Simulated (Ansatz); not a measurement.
# Si2Ni (Fm-3m) in Ansatz: a series of runs, part 2 of 2

Ansatz 0.2.0. Earlier steps stand in the parts before.

### Step 3. Single point, PBE, collinear spin, ferromagnetic start

Input file input.yaml:

```yaml
crystal:
  lattice:
    - [0.0, 2.703, 2.703]
    - [2.703, 0.0, 2.703]
    - [2.703, 2.703, 0.0]
  atoms:
    - { symbol: Ni, position: [0.0, 0.0, 0.0], spin: 1.0 }
    - { symbol: Si, position: [0.75, 0.75, 0.75] }
    - { symbol: Si, position: [0.25, 0.25, 0.25] }
hamiltonian:
  xc: pbe
  pseudopotentials: { kind: paw }
magnetization:
  spin_polarized: true
kpoints:
  mp_grid: { grid: [9, 9, 9] }
scf:
  occupations: { method: gaussian, width: 0.027 }
output:
  forces: true
  stress: true
  eigenvalues: true
  write_density: true
  write_potential: true
  elf: true
  volumetric_format: npy
```

Potentials or basis: Ansatz PAW.

Launch:

```sh
$ ansatz run input.yaml --threads 2 --pin off --max-ram 5632MiB --backend cpu --events-out ev --progress --plain --runs-dir out
```

The program printed:

```text
Warning: RAYON_NUM_THREADS=2 ignored (pool sized by the plan → 2); use --threads N
Engine: ansatz 0.2.0, x86_64-unknown-linux-gnu
Pseudopotentials: kind: paw
Pseudopotential: Ni, paw, valence charge 18, recommended cutoff 420 eV (normal), Ni.paw.azcp
Pseudopotential: Si, paw, valence charge 4, recommended cutoff 420 eV (normal), Si.paw.azcp
Functional definition: PBE
  parameter kappa = 0.804
  parameter beta = 0.06672455060314922
  exchange = pbe_x(kappa = kappa, mu = beta*pi^2/3)
  correlation = pbe_c(beta = beta)
Crystal: 3 atoms, lattice volume = 39.497 Å³
Basis set: ecut = 420 eV, 749 PW (Γ), exchange–correlation on 54×54×54 points (8 copies of the dense FFT grid, shifted against one another)
Bands: 18, of which v1, the nominal top of the filled ones, is band 13 counted from 1 (12 counted from 0)
Symmetry: 48 space group operations
Space group: Fm-3m (ITA 225), of the structure as read, at distance tolerance 3.4e-5 Å
Magnetic group: BNS 225.116 (UNI 1618), of the structure as read, at distance tolerance 3.4e-5 Å
k-points: 35 of 729
Non-local potential: Ni, projectors of the file, l = 0: 3, l = 1: 2, l = 2: 3, l = 3: 1
Non-local potential: Si, projectors of the file, l = 0: 2, l = 1: 2, l = 2: 2
PAW form: soft (Blöchl's): semilocal exchange-correlation on the pseudo side does not see the compensation charge
PAW one-centre angular grid: Ni, 590 points (default); XC on 64 Gauss nodes
PAW one-centre angular grid: Si, 110 points (default); XC on 64 Gauss nodes
Initial density: superposition of atomic densities (chi_scale 0.1, normalization cell)
Starting moments: Σ|m| = 1 μB on 1 of 3 sites
Initial wavefunctions: pseudopotential atomic-orbital guess
Functional: x = pbe(κ = 0.804, μ = 0.2195149727645171), c = pbe(β = 0.06672455060314922)
SCF iter   1: F=—  HF=-7111.515975 eV  |F-HF|=—  |Δ(HF+E_count)|=         —  Δρ=9.75e-2 (↑9.75e-2 ↓4.83e-2)  dr2=1.41e0  dr2_m=1.63e0  M=0.044 μB ∫|m|=0.143 μB  β_m=0.30  ethr=3.10e-3  ⟨swp⟩=6.3  Hψ=6315  notcnv=0
Mixer restart at iter 1: flushing history
preconditioner: auto → Kerker (q_TF=auto, 2.545 Å⁻¹)  [metal: Δε(μ)=0.012 eV  Ē_g=8.759 eV  σ=0.027 eV  W_gap=0.25  n_scr=14 (ndim 8)  ℏωp=25.1 eV  f_vac=0.000  D(μ)=1.51/eV (n_scr^D=14)]
spin=Collinear: Kerker preconditioning applied to the charge; magnetization (m = ρ↑ − ρ↓) channel mixes plain (no charge-response kernel on spin).
SCF iter   2: F=—  HF=-7111.074016 eV  |F-HF|=—  |Δ(HF+E_count)|=   4.42e-1  Δρ=6.63e-2 (↑3.66e-2 ↓6.63e-2)  dr2=1.17e0  dr2_m=8.24e-1  M=0.057 μB ∫|m|=0.114 μB  β_m=0.46  ethr=3.10e-3  ⟨swp⟩=2.4  Hψ=2518  notcnv=0  defer=62
SCF iter   3: F=—  HF=-7111.953443 eV  |F-HF|=—  |Δ(HF+E_count)|=   8.79e-1  Δρ=3.64e-2 (↑2.77e-2 ↓3.64e-2)  dr2=5.24e-1  dr2_m=3.05e-1  M=0.061 μB ∫|m|=0.067 μB  β_m=0.73  ethr=3.10e-3  ⟨swp⟩=2.3  Hψ=1935  notcnv=0  defer=61
SCF iter   4: F=—  HF=-7112.461230 eV  |F-HF|=—  |Δ(HF+E_count)|=   5.08e-1  Δρ=1.84e-2 (↑1.51e-2 ↓1.84e-2)  dr2=4.25e-1  dr2_m=1.11e-3  M=0.006 μB ∫|m|=0.009 μB  β_m=0.73  ethr=2.02e-3  ⟨swp⟩=2.2  Hψ=2249  notcnv=0  defer=62
SCF iter   5: F=—  HF=-7112.376515 eV  |F-HF|=—  |Δ(HF+E_count)|=   8.47e-2  Δρ=9.37e-3 (↑6.57e-3 ↓9.37e-3)  dr2=5.80e-2  dr2_m=7.81e-4  M=-0.000 μB ∫|m|=0.006 μB  β_m=0.87  ethr=1.63e-3  ⟨swp⟩=2.3  Hψ=1956  notcnv=0  defer=62
SCF iter   6: F=—  HF=-7112.393702 eV  |F-HF|=—  |Δ(HF+E_count)|=   1.72e-2  Δρ=1.97e-3 (↑1.97e-3 ↓9.40e-4)  dr2=2.36e-3  dr2_m=2.45e-4  M=0.003 μB ∫|m|=0.003 μB  β_m=0.89  ethr=2.23e-4  ⟨swp⟩=2.6  Hψ=2437  notcnv=0  defer=60
SCF iter   7: F=—  HF=-7112.394506 eV  |F-HF|=—  |Δ(HF+E_count)|=   8.04e-4  Δρ=6.67e-4 (↑6.67e-4 ↓4.53e-4)  dr2=5.28e-4  dr2_m=1.06e-5  M=0.001 μB ∫|m|=0.001 μB  β_m=0.94  ethr=9.06e-6  ⟨swp⟩=2.6  Hψ=2140  notcnv=0  defer=60
SCF iter   8: F=—  HF=-7112.394686 eV  |F-HF|=—  |Δ(HF+E_count)|=   1.80e-4  Δρ=2.70e-4 (↑2.61e-4 ↓2.70e-4)  dr2=9.21e-5  dr2_m=2.81e-8  M=-0.000 μB ∫|m|=0.000 μB  β_m=0.97  ethr=2.03e-6  ⟨swp⟩=2.0  Hψ=2097  notcnv=0  defer=60
SCF iter   9: F=—  HF=-7112.394705 eV  |F-HF|=—  |Δ(HF+E_count)|=   1.95e-5  Δρ=1.46e-4 (↑1.46e-4 ↓1.27e-4)  dr2=2.29e-5  dr2_m=4.09e-8  M=-0.000 μB ∫|m|=0.000 μB  β_m=0.99  ethr=3.54e-7  ⟨swp⟩=2.2  Hψ=1618  notcnv=0  defer=60
SCF iter  10: F=—  HF=-7112.394705 eV  |F-HF|=—  |Δ(HF+E_count)|=   3.82e-7  Δρ=1.01e-5 (↑1.01e-5 ↓6.46e-6)  dr2=7.52e-8  dr2_m=1.55e-9  M=-0.000 μB ∫|m|=0.000 μB  β_m=0.99  ethr=8.79e-8  ⟨swp⟩=2.2  Hψ=1594  notcnv=0  defer=60
SCF iter  11: F=—  HF=-7112.394705 eV  |F-HF|=—  |Δ(HF+E_count)|=   2.73e-8  Δρ=4.49e-6 (↑4.49e-6 ↓4.41e-6)  dr2=2.46e-8  dr2_m=4.16e-12  M=-0.000 μB ∫|m|=0.000 μB  β_m=1.00  ethr=2.89e-10  ⟨swp⟩=2.2  Hψ=2011  notcnv=0  defer=60
SCF iter  12: F=-7112.394705 eV  HF=-7112.394705 eV  |F-HF|=6.41e-9  |Δ(HF+E_count)|=  2.80e-10  Δρ=2.39e-6 (↑2.39e-6 ↓2.29e-6)  dr2=6.87e-9  dr2_m=9.07e-13  M=0.000 μB ∫|m|=0.000 μB  ethr=9.46e-11  ⟨swp⟩=9.6  Hψ=7671  notcnv=0
SCF 1 converged in 12 iterations: F = -7112.394705 eV  dr2 = 6.87e-9
WARN: the starting moments were not kept: the SCF closed with an absolute magnetisation of 6.0e-7 μB, where they sum to 1 μB in size (1 site). That is at most 0.1 of that sum. Measured as dr2_m measures the in/out step, that magnetisation stands 2.5e-13 eV from none, at or under the dr2_threshold of 1.0e-7 eV: it is no larger than a step whose dr2_m would equal this threshold. The system may hold no moment; this SCF shows only that its start led to no more than that. To try another start: raise the starting moments (crystal.atoms[].spin, magnetization.per_species, magnetization.initial_magnetization, or on a non-collinear deck that types none of these the spinor_matrix: blocks that start its atoms; where the total moment is fixed, keep their sum and leave initial_magnetization as it is; typed ones take the place of any that the run laid by itself, positive ones on a crystal's lanthanoids without a Hubbard term where scf.initial_density.shell_occupations: [] is typed) or, if the notice of its spin-set hold's release reads "site moments contracting" or "site moments show no strong build", lengthen the hold (scf.mixing.spin_hold: { on: { confirm: 4 } }; for m-r²SCAN on two components see the key's manual first). Each may lead to a state that holds a moment. A second SCF, from the converged charge density, with the starting moments and any scf.initial_density.shell_occupations laid on it anew, would have followed, and was not run: the deck does not ask for one (magnetization.retry_lost_moments is false, the default). To let it run, set magnetization.retry_lost_moments: true and run the deck again, where that key's refused combinations let it; where memory then withholds it, that run's warning says so.
SCF converged after 12 iterations
Magnetization: 0.0000 μB (13.0000 up, 13.0000 down)
Absolute magnetization: 0.0000 μB (∫|ρ↑−ρ↓|, with the PAW one-centre terms)
Spin contamination: 0.0000 ħ² per cell (⟨S²⟩ above its minimum at these occupations)
Per-site moments (μB) at R_I (Å): [(2.721609738152163e-7, 0.9656074999021016), (-7.349924939988047e-8, 0.9656074999021016), (-7.34992493600291e-8, 0.9656074999021018)]
Free energy (F): -7112.394705 eV
Harris-Foulkes:  -7112.394705 eV  (|F-HF|=6.41e-9)
Internal energy: -7112.394380 eV  (E = F + TS)
E sigma→0 (E₀):  -7112.394542 eV
Entropy (-TS):   -0.000325 eV (-0.108 meV/atom)
Fermi energy:    13.345972 eV
--- Per-component energies (eV) ---
  E_band       = -343.999600
  E_kinetic    = 370.716703
  E_local      = -4906.244345  (includes V_loc(G=0)·N_el)
  E_nonlocal   = 679.747765
  E_hartree    = 2122.054479
  E_xc         = -199.480881
  E_vxc        = -208.748977  (∫ρ·V_xc dr)
  E_paw        = -2651.339745  (= ΣΔE_a)
  E_vpaw       = -523.587819  (= ΣTr[D̂ρ^β])
  E_aug_tail   = 0.000498  (compensation charges beyond the density's cutoff)
  E_ewald      = -2527.848854
  E_smearing   = -0.000325  (= −TS)
  E_closure    = 0.000000  (closes the sum)
  Σ components = -7112.394705   (vs F -7112.394705, Δ=0.00e0)
--- Forces (eV/Å), atoms counted from 1 ---
  atom   1  Ni    -0.00000000     0.00000000    -0.00000000
  atom   2  Si    -0.00000000     0.00000000    -0.00000000
  atom   3  Si    -0.00000000    -0.00000000    -0.00000000
  max |Σ_I F_I| component: 1.20e-16 eV/Å
--- Stress (GPa, compression-positive) ---
        3.986804       0.000000       0.000000
        0.000000       3.986804       0.000000
        0.000000       0.000000       3.986804
  P = ⅓ Tr σ = 3.9868 GPa (39.868 kbar)
--- Band table (eV; the first three rows and the last of 70) ---
  k-point 0 ↑: bands = ["-91.3314", "-51.7283", "-51.7283", "-51.7283", "-0.5898", "8.0765", "8.0765", "8.0765", "9.7844", "9.7844", "12.9796", "15.0086", "15.0086", "15.0086", "15.5376", "15.5376", "15.5376", "17.9976"]
  k-point 1 ↑: bands = ["-91.3314", "-51.7285", "-51.7284", "-51.7284", "-0.4068", "7.7037", "8.1343", "8.1343", "9.7512", "9.7512", "12.5919", "13.8838", "14.2628", "14.2628", "16.2266", "16.2266", "17.1836", "17.5055"]
  k-point 2 ↑: bands = ["-91.3314", "-51.7287", "-51.7284", "-51.7284", "0.1367", "6.6975", "8.2798", "8.2798", "9.7035", "9.7035", "11.1449", "13.3697", "13.3697", "14.2332", "15.9117", "15.9117", "16.9075", "18.3372"]
  k-point 34 ↓: bands = ["-91.3314", "-51.7290", "-51.7289", "-51.7287", "3.7935", "4.5969", "6.4840", "6.7352", "9.3936", "9.5680", "9.8332", "10.1636", "10.8936", "15.0172", "15.8358", "17.6161", "19.2926", "21.2759"]
```

v_z.tsv:

```text
# z_ang	v_es[eV]	v_tot_up[eV]	v_tot_dn[eV]
# format = ansatz-planar-average/11
# xc	pbe
# density_cutoff_ev	1680
# datasets	Ni=:simpson_from_first_knot:soft	Si=:simpson_from_first_knot:soft
# lattice	0.000000000	2.703000000	2.703000000
# lattice	2.703000000	0.000000000	2.703000000
# lattice	2.703000000	2.703000000	0.000000000
# sites	3
# site	28	0.000000000	0.000000000	0.000000000
# site	14	4.054500000	4.054500000	4.054500000
# site	14	1.351500000	1.351500000	1.351500000
0.000000	-3.319033e-1	-1.341199e1	-1.341199e1
0.141578	-4.102132e-1	-1.342489e1	-1.342489e1
0.283157	-4.677737e-1	-1.335164e1	-1.335164e1
0.424735	-2.728139e-1	-1.300494e1	-1.300494e1
0.566314	2.468735e-1	-1.225705e1	-1.225705e1
0.707892	1.070142e0	-1.110364e1	-1.110364e1
[... 19 lines left out ...]
3.539462	-4.677737e-1	-1.335164e1	-1.335164e1
3.681041	-4.102132e-1	-1.342489e1	-1.342489e1
```

Wall time 2.1 s (2 threads of Intel Xeon 6975P-C (Granite Rapids), shared host); peak memory 0.41 GiB.

What came out:

```
Free energy            : -7112.3947 eV
Pressure               : 4.0 GPa
Band gap on the k mesh : none (metal or under the smearing width)
Net moment             : 0.00 μB per cell
Absolute moment        : 0.00 μB per cell
```

Caveat: the starting moments weren't kept.

### Step 4. Single point, PBE, collinear spin, ferromagnetic start

Changes to input.yaml since step 3:

```diff
@@ -17,3 +17,3 @@
 scf:
-  occupations: { method: gaussian, width: 0.027 }
+  occupations: { method: gaussian, width: 0.028 }
 output:
@@ -22,5 +22 @@
   eigenvalues: true
-  write_density: true
-  write_potential: true
-  elf: true
-  volumetric_format: npy
```

Launch:

```sh
$ ansatz run input.yaml --threads 2 --pin off --max-ram 5632MiB --backend cpu --events-out ev --progress --plain --runs-dir out
```

Run time: 1.8 s. Hardware: 2 threads of Intel Xeon 6975P-C (Granite Rapids), shared host; peak memory 0.4 GiB.

Results (log left out):

```
Free energy            : -7112.3947 eV
Pressure               : 4.0 GPa
Band gap on the k mesh : none (metal or under the smearing width)
Net moment             : 0.00 μB per cell
Absolute moment        : 0.00 μB per cell
```

Levels at points of the mesh, in eV from the Fermi level:
Spin up:
```tsv
k point	band 10	band 11	band 12	band 13	band 14	band 15	band 16	band 17
(0.00, 0.00, 0.00)	-3.56	-0.37	1.66	1.66	1.66	2.19	2.19	2.19
```
Spin down:
| k point | band 10 | band 11 | band 12 | band 13 | band 14 | band 15 | band 16 | band 17 |
| --- | --- | --- | --- | --- | --- | --- | --- | --- |
| (0.00, 0.00, 0.00) | -3.56 | -0.37 | 1.66 | 1.66 | 1.66 | 2.19 | 2.19 | 2.19 |

Caveat: the starting moments weren't kept.

### Step 5. The runs side by side

```csv
smearing,gap on the mesh (eV),pressure (GPa),moment (μB)
gaussian 0.026 eV,none,4.0,0.00
gaussian 0.027 eV,none,4.0,0.00
gaussian 0.028 eV,none,4.0,0.00
```

Alike in all rows: task single point; level PBE; potentials or basis Ansatz PAW; spin collinear, ferromagnetic start; cell as given; k mesh 9 × 9 × 9; cutoff (eV) 420.

Every run on the cell as given and a fine mesh finds a metal.

Caveats: the starting moments weren't kept.

Total energies depend on the potentials used, so only differences within one code and one set of settings carry meaning.
